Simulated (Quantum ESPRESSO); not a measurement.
A run of Quantum ESPRESSO 7.5:

pw.in

```
&CONTROL
  calculation = 'vc-relax'
  prefix = 'pwscf'
  outdir = './tmp'
  pseudo_dir = './pseudo'
  tprnfor = .true.
  tstress = .true.
  disk_io = 'low'
  nstep = 40
  forc_conv_thr = 0.0004
  etot_conv_thr = 1d-05
/
&SYSTEM
  ibrav = 0
  celldm(1) = 8
  nat = 1
  ntyp = 1
  ecutwfc = 56
  ecutrho = 448
  nbnd = 12
  occupations = 'smearing'
  smearing = 'fd'
  degauss = 0.00367493
  vdw_corr = 'grimme-d3'
  dftd3_version = 3
/
&ELECTRONS
  conv_thr = 2d-10
  electron_maxstep = 120
  mixing_beta = 0.5
/
&IONS
  ion_dynamics = 'bfgs'
/
&CELL
  cell_dynamics = 'bfgs'
  press = 0
  press_conv_thr = 0.3
/
ATOMIC_SPECIES
In   114.8180 in_pbesol_v1.4.uspp.F.UPF
CELL_PARAMETERS alat
 -0.3839616404744   0.3839616404744   0.5843269393108
  0.3839616404744  -0.3839616404744   0.5843269393108
  0.3839616404744   0.3839616404744  -0.5843269393108
ATOMIC_POSITIONS crystal
In     0.0000000000    0.0000000000    0.0000000000
K_POINTS automatic
11 11 11 0 0 0
```

Potentials or basis: GBRV 1.5 PBEsol.

Command:

```sh
$ OMP_NUM_THREADS=1 mpirun -n 2 pw.x -nk 2 -in pw.in > pw.out
```

Hardware: 2 MPI ranks on Arm Neoverse V2, on a shared host.

Question: How long does it take, and how much memory?

Answer: It took 100 s on 2 MPI ranks on Arm Neoverse V2, with other jobs on the host, peak memory 0.24 GiB a rank. Counts: scf iterations 77, k pools 2, bands 12, ion steps 12, k points 126, g dense 28295.
